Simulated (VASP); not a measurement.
# AlN (P6_3mc) in VASP: notebook

The runs below take AlN through relaxation of cell and atoms, with PBE.

Program: VASP 6.6.1. These are calculated values, not measurements. Logs are shortened: lines on timing, memory, paths and dates and some standing lists are left out, and cuts for length are marked.

### Step 1. The structure

It takes space group P6_3mc (No. 186, hexagonal). The conventional cell has a = 3.113 Å, b = 3.113 Å, c = 4.981 Å, α = 90.00°, β = 90.00°, γ = 120.00°. Al (site symmetry 3m) has 4 N at 1.89 Å as nearest neighbours. Around N (site symmetry 3m) lie 4 Al at 1.89 Å.

### Step 2. Relaxation of cell and atoms, PBE

INCAR reads:

```
  PREC = Accurate
  ENCUT = 520
  EDIFF = 1E-7
  ISMEAR = 0
  SIGMA = 0.02
  LREAL = False
  LASPH = True
  NELM = 100
  ALGO = Normal
  ISIF = 3
  LWAVE = False
  LCHARG = False
  GGA = PE
  IBRION = 2
  NSW = 80
  EDIFFG = -0.002
  KPAR = 4
```

KPOINTS reads:

```
Automatic mesh
0
Gamma
  12 12 6
```

POSCAR reads:

```
AlN
1.0
    3.1130000000      0.0000000000      0.0000000000
   -1.5565000000      2.6959370800      0.0000000000
    0.0000000000      0.0000000000      4.9810000000
Al N
2 2
Direct
    0.3333333300      0.6666666700      0.0000000000
    0.6666666700      0.3333333300      0.5000000000
    0.3333333300      0.6666666700      0.3800000000
    0.6666666700      0.3333333300      0.8800000000
```

Potentials or basis: VASP PAW PBE potentials, release 64 (Al, N).

Run with:

```sh
$ cat potpaw_PBE.64/Al/POTCAR potpaw_PBE.64/N/POTCAR > POTCAR
$ mpirun -np 4 vasp_std > vasp.out
```

OUTCAR:

```text
PREC = Accurate
   ENCUT = 520
   EDIFF = 1E-7
   ISMEAR = 0
   LREAL = False
   LASPH = True
   NELM = 100
   ISIF = 3
   GGA = PE
   IBRION = 2
   NSW = 80
   EDIFFG = -0.002

 ion  position               nearest neighbor table
   1  0.333  0.667  0.000-   3 1.89   4 1.89   4 1.89   4 1.89   2 3.07   2 3.07   2 3.07   2 3.07
                             2 3.07   2 3.07
   2  0.667  0.333  0.500-   4 1.89   3 1.89   3 1.89   3 1.89   1 3.07   1 3.07   1 3.07   1 3.07
                             1 3.07   1 3.07
   3  0.333  0.667  0.380-   1 1.89   2 1.89   2 1.89   2 1.89
   4  0.667  0.333  0.880-   2 1.89   1 1.89   1 1.89   1 1.89

  LATTYP: Found a hexagonal cell.
 ALAT       =     3.1130000000
 C/A-ratio  =     1.6000642467

  Lattice vectors:

 A1 = (   3.1130000000,   0.0000000000,   0.0000000000)
 A2 = (  -1.5565000000,   2.6959370800,   0.0000000000)
 A3 = (   0.0000000000,   0.0000000000,   4.9810000000)

Analysis of symmetry for initial positions (statically):
=====================================================================
 Subroutine PRICEL returns:
 Original cell was already a primitive cell.

 Routine SETGRP: Setting up the symmetry group for a
 hexagonal supercell.

 Subroutine GETGRP returns: Found 12 space group operations
 (whereof  6 operations were pure point group operations)
 out of a pool of 24 trial point group operations.

The static configuration has the point symmetry C_3v.
 The point group associated with its full space group is C_6v.

Analysis of symmetry for dynamics (positions and initial velocities):
=====================================================================
 Subroutine PRICEL returns:
 Original cell was already a primitive cell.

 Routine SETGRP: Setting up the symmetry group for a
 hexagonal supercell.

 Subroutine GETGRP returns: Found 12 space group operations
 (whereof  6 operations were pure point group operations)
 out of a pool of 24 trial point group operations.

The dynamic configuration has the point symmetry C_3v.
 The point group associated with its full space group is C_6v.

 Subroutine INISYM returns: Found 12 space group operations
 (whereof  6 operations are pure point group operations),
 and found     1 'primitive' translations

----------------------------------------------------------------------------------------

                                     Primitive cell

  volume of cell :      41.8028

  direct lattice vectors                    reciprocal lattice vectors
     3.113000000  0.000000000  0.000000000     0.321233537  0.185464269  0.000000000
    -1.556500000  2.695937080  0.000000000     0.000000000  0.370928538  0.000000000
     0.000000000  0.000000000  4.981000000     0.000000000  0.000000000  0.200762899

  length of vectors
     3.113000000  3.112999998  4.981000000     0.370928538  0.370928538  0.200762899

  position of ions in fractional coordinates (direct lattice)
     0.333333330  0.666666670  0.000000000
     0.666666670  0.333333330  0.500000000
     0.333333330  0.666666670  0.380000000
     0.666666670  0.333333330  0.880000000

  ion indices of the primitive-cell ions
   primitive index   ion index
                 1           1
                 2           2
                 3           3
                 4           4

----------------------------------------------------------------------------------------

 KPOINTS: Automatic mesh

Automatic generation of k-mesh.
 Grid dimensions read from file:
 generate k-points for:   12   12    6

 Generating k-lattice:

  Cartesian coordinates                     Fractional coordinates (reciprocal lattice)
     0.026769461  0.015455356  0.000000000     0.083333333 -0.000000000  0.000000000
     0.000000000  0.030910712  0.000000000     0.000000000  0.083333333  0.000000000
     0.000000000  0.000000000  0.033460483     0.000000000  0.000000000  0.166666667

  Length of vectors
     0.030910711  0.030910712  0.033460483

  Shift w.r.t. Gamma in fractional coordinates (k-lattice)
     0.000000000  0.000000000  0.000000000

 Subroutine IBZKPT returns following result:
 ===========================================

 Found     76 irreducible k-points:

 Following reciprocal coordinates:
            Coordinates               Weight
  0.000000  0.000000  0.000000      1.000000
  0.083333  0.000000  0.000000      6.000000
  0.166667  0.000000  0.000000      6.000000
  0.250000  0.000000  0.000000      6.000000
  0.333333  0.000000  0.000000      6.000000
  0.416667  0.000000  0.000000      6.000000
[... 16 lines left out ...]
  0.250000  0.000000  0.166667     12.000000
  0.333333  0.000000  0.166667     12.000000
 [... further k-points ...]
   k-points           NKPTS =     76   k-points in BZ     NKDIM =     76   number of bands    NBANDS=     12
   number of dos      NEDOS =    301   number of ions     NIONS =      4
   total plane-waves  NPLWV =  23040
   dimension x,y,z NGX =    24 NGY =   24 NGZ =   40
   dimension x,y,z NGXF=    48 NGYF=   48 NGZF=   80
   ions per type =               2   2
   NGX,Y,Z   is equivalent  to a cutoff of  12.82, 12.82, 13.35 a.u.
   NGXF,Y,Z  is equivalent  to a cutoff of  25.63, 25.63, 26.70 a.u.
 SYSTEM =  unknown system
   PREC   = accura    normal or accurate (medium, high low for compatibility)
   ISTART =      0    job   : 0-new  1-cont  2-samecut
   ICHARG =      2    charge: 1-file 2-atom 10-const
   ISPIN  =      1    spin polarized calculation?
   LNONCOLLINEAR =      F non collinear calculations
   LSORBIT =      F    spin-orbit coupling
   LASPH  =      T    aspherical Exc in radial PAW
   ENCUT  =  520.0 eV  38.22 Ry    6.18 a.u.   5.79  5.79  9.26*2*pi/ulx,y,z
   NELM   =    100;   NELMIN=  2; NELMDL= -5     # of ELM steps
   EDIFF  = 0.1E-06   stopping-criterion for ELM
   LREAL  =      F    real-space projection
   EDIFFG = -.2E-02   stopping-criterion for IOM
   NSW    =     80    number of steps for IOM
   IBRION =      2    ionic relax: 0-MD 1-quasi-New 2-CG
   NFREE  =      1    steps in history (QN), initial steepest desc. (CG)
   ISIF   =      3    stress and relaxation
   ISYM   =      2    0-nonsym 1-usesym 2-fastsym
   POTIM  = 0.5000    time-step for ionic-motion
   TEBEG  =    0.0;   TEEND  =   0.0 temperature during run
   PSTRESS=    0.0 pullay stress
   NELECT =      16.0000    total number of electrons
   NUPDOWN=      -1.0000    fix difference up-down
   EMIN   =  10.00;   EMAX   =-10.00  energy-range for DOS
   EFERMI =   0.00;   METHOD = LEGACY
   ISMEAR =     0;   SIGMA  =   0.02  broadening in eV -4-tet -1-fermi 0-gaus
   EFERMI_NEDOS =   21; number of points for ismear=-14 and -15
   IALGO  =     38    algorithm
   IMIX   =      4    mixing-type and parameters
     AMIX     =   0.40;   BMIX     =  1.00
     AMIX_MAG =   1.60;   BMIX_MAG =  1.00
  volume/ion in A,a.u.               =      10.45        70.52
  Fermi-wavevector in a.u.,A,eV,Ry     =   1.188629  2.246183 19.222843  1.412839
  Thomas-Fermi vector in A             =   2.324754
   LORBIT       =      0    0 simple, 1 ext, 2 COOP (PROOUT), +10 PAW based schemes
   GGA     = PE    functional components
   LHFCALC =     F    Hartree Fock is set to
   AEXX    =    0.0000 exact exchange contribution
   IVDW    =     0    specifies the selected vdW correction
   LEPSILON=     F    determine dielectric tensor
   LRPA    =     F    only Hartree local field effects (RPA)
 conjugate gradient relaxation of ions
 non-spin polarized calculation
 Gauss-broadening in eV      SIGMA  =   0.02
  energy-cutoff  :      520.00
  volume of cell :       41.80
 maximum number of plane-waves:      1152
 NGX is ok and might be reduce to    24
   NGX = 11   NGY = 11   NGZ = 19

--------------------------------------- Ionic step        1  -------------------------------------------

 number of electron      15.9999997 magnetization

 Free energy of the ion-electron system (eV)
  ---------------------------------------------------
  ext. energy  EPLUGINS =         0.00000000
  ---------------------------------------------------
  free energy    TOTEN  =       -29.77128297 eV

  energy without entropy =      -29.77128297  energy(sigma->0) =      -29.77128297

------------------------ aborting loop because EDIFF is reached ----------------------------------------

  FORCE on cell =-STRESS in cart. coord.  units (eV):
  Direction    XX          YY          ZZ          XY          YZ          ZX
  --------------------------------------------------------------------------------------
  -------------------------------------------------------------------------------------
  Total        0.7574747      0.7574747      1.1902415      0.0000000     -0.0000000     -0.0000000
  in kB       29.0317544     29.0317544     45.6184227      0.0000000     -0.0000000     -0.0000000
  external PRESSURE =      34.5606438 kB  Pullay stress =       0.0000000 kB
[... 251 lines left out ...]
  energy  without entropy=      -29.7801173791  energy(sigma->0) =      -29.78011738

--------------------------------------- Ionic step        8  -------------------------------------------

 number of electron      15.9999998 magnetization

 Free energy of the ion-electron system (eV)
  ---------------------------------------------------
  ext. energy  EPLUGINS =         0.00000000
  ---------------------------------------------------
  free energy    TOTEN  =       -29.78011840 eV

  energy without entropy =      -29.78011840  energy(sigma->0) =      -29.78011840

 E-fermi :   6.0773     XC(G=0): -10.8329

 val. band max:        5.9757054824   @ k =   0.0000   0.0000   0.0000
 cond. band min:      10.0320487729   @ k =   0.0000   0.0000   0.0000
 fundamental gap:      4.0563432905
 Fermi energy:         6.0772553982

 k-point     1 :       0.0000    0.0000    0.0000
  band No.  band energies     occupation
      1      -9.0982      2.00000
      2      -7.0122      2.00000
      3       0.0647      2.00000
      4       5.1326      2.00000
      5       5.1326      2.00000
      6       5.7749      2.00000
      7       5.7749      2.00000
      8       5.9757      2.00000
      9      10.0320      0.00000
     10      12.4991      0.00000
     11      16.4428      0.00000
     12      17.0157      0.00000
[... 331 lines left out ...]
 k-point    24 :       0.3333    0.0000    0.1667
  band No.  band energies     occupation
      1      -7.8042      2.00000
      2      -6.6105      2.00000
      3       1.1323      2.00000
      4       2.0799      2.00000
      5       2.6817      2.00000
      6       4.2367      2.00000
      7       5.1966      2.00000
      8       5.3312      2.00000
      9      11.7609      0.00000
     10      12.5780      0.00000
     11      14.3310      0.00000
     12      16.0181      0.00000

 [... further k-points ...]

------------------------ aborting loop because EDIFF is reached ----------------------------------------

  FORCE on cell =-STRESS in cart. coord.  units (eV):
  Direction    XX          YY          ZZ          XY          YZ          ZX
  --------------------------------------------------------------------------------------
  -------------------------------------------------------------------------------------
  Total       -0.0000173     -0.0000173     -0.0038534      0.0000000      0.0000000     -0.0000000
  in kB       -0.0006514     -0.0006514     -0.1451899      0.0000000      0.0000000     -0.0000000
  external PRESSURE =      -0.0488309 kB  Pullay stress =       0.0000000 kB
[... 19 lines left out ...]
  FREE ENERGIE OF THE ION-ELECTRON SYSTEM (eV)
  ---------------------------------------------------
  free  energy   TOTEN  =       -29.7801184032 eV

  energy  without entropy=      -29.7801184032  energy(sigma->0) =      -29.78011840

 reached required accuracy - stopping structural energy minimisation
```

Run time: 62 s. Hardware: 4 MPI ranks of Intel Xeon Platinum 8375C at 2.90GHz (Ice Lake), shared host; peak memory 0.17 GiB.

Results:

```
Free energy                            : -29.7801 eV
Relaxed volume                         : 10.63 Å³/atom
Relaxed cell                           : a = 3.129 Å, b = 3.129 Å, c = 5.016 Å, α = 90.00°, β = 90.00°, γ = 120.00°
Space group after relaxing (to 0.05 Å) : P6_3mc (No. 186)
Energy gained by relaxing              : 2.2 meV/atom
Ionic steps                            : 8
Pressure after relaxing                : 0.0 GPa
Band gap on the k mesh                 : 4.06 eV, direct
```

Step by step:
| step | energy change (eV) | largest force (eV/Å) | pressure (GPa) | volume (Å³) |
| --- | --- | --- | --- | --- |
| 1 | 0.0000 | 0.1289 | 3.46 | 41.80 |
| 2 | -0.0019 | 0.0913 | -2.90 | 43.18 |
| 3 | -0.0088 | 0.0034 | 0.00 | 42.52 |
| 4 | -0.0088 | 0.0059 | 0.07 | 42.51 |
| 5 | -0.0088 | 0.0066 | 0.05 | 42.51 |
| 6 | -0.0088 | 0.0070 | 0.04 | 42.51 |
| 7 | -0.0088 | 0.0022 | -0.02 | 42.53 |
| 8 | -0.0088 | 0.0007 | 0.00 | 42.52 |

Final structure:
```
CELL_PARAMETERS angstrom
3.12857 0.00000 0.00000
-1.56429 2.70942 0.00000
0.00000 0.00000 5.01646
ATOMIC_POSITIONS crystal
Al 0.33333 0.66667 0.99926
Al 0.66667 0.33333 0.49926
N 0.33333 0.66667 0.38074
N 0.66667 0.33333 0.88074
```

Levels at points of the mesh, in eV from the valence-band top:
```tsv
k point	band 6	band 7	band 8	band 9	band 10	band 11
(0.00, 0.00, 0.00)	-0.20	-0.20	0.00	4.06	6.52	10.47
(0.50, 0.00, 0.00)	-2.05	-1.74	-0.68	5.76	5.77	8.04
(0.00, 0.00, 0.50)	-0.53	-0.53	-0.53	6.32	6.32	10.18
(0.50, 0.00, 0.50)	-1.44	-1.35	-1.35	5.25	5.25	9.15
```

### Step 3. Relaxation of cell and atoms, PBE

This run uses another cell than the first one, of 10.63 Å³/atom, 1.017 times its volume.

INCAR is that of step 2.

KPOINTS is that of step 2.

POSCAR reads:

```
AlN                                     
1.0
    3.1285726999     -0.0000000000     -0.0000000000
   -1.5642863500      2.7094234337      0.0000000000
   -0.0000000000      0.0000000000      5.0164566731
  Al              N             
     2     2
Direct
     0.3333333300000021    0.6666666699999979    0.9992574421912589
     0.6666666699999979    0.3333333300000021    0.4992574421912588
     0.3333333300000021    0.6666666699999979    0.3807425578087438
     0.6666666699999979    0.3333333300000021    0.8807425578087437
```

Potentials or basis: VASP PAW PBE potentials, release 64 (Al, N).

Run with:

```sh
$ cat potpaw_PBE.64/Al/POTCAR potpaw_PBE.64/N/POTCAR > POTCAR
$ mpirun -np 4 vasp_std > vasp.out
```

Run time: 18 s. Hardware: 4 MPI ranks of Intel Xeon Platinum 8375C at 2.90GHz (Ice Lake), shared host; peak memory 0.16 GiB.

The run converged. Its results:

- Free energy: -29.7805 eV
- Pressure after relaxing: 0.0 GPa
- Band gap on the k mesh: 4.06 eV, direct

Final structure:
```xyz
4
Lattice="3.1286 0.0000 0.0000 -1.5643 2.7094 0.0000 0.0000 0.0000 5.0165" Properties=species:S:1:pos:R:3 pbc="T T T"
Al    0.0000    1.8063    5.0127
Al    1.5643    0.9031    2.5045
N     0.0000    1.8063    1.9100
N     1.5643    0.9031    4.4182
```

Levels at points of the mesh, in eV from the valence-band top:
```
           k point  band 6  band 7  band 8  band 9  band 10  band 11
(0.00, 0.00, 0.00)   -0.20   -0.20    0.00    4.06     6.52    10.47
(0.50, 0.00, 0.00)   -2.05   -1.74   -0.68    5.76     5.77     8.04
(0.00, 0.00, 0.50)   -0.53   -0.53   -0.53    6.32     6.32    10.18
(0.50, 0.00, 0.50)   -1.44   -1.35   -1.35    5.25     5.25     9.15
```

Caveat: the relaxation stopped at its first step, so nothing moved. A k mesh can miss the band edges.
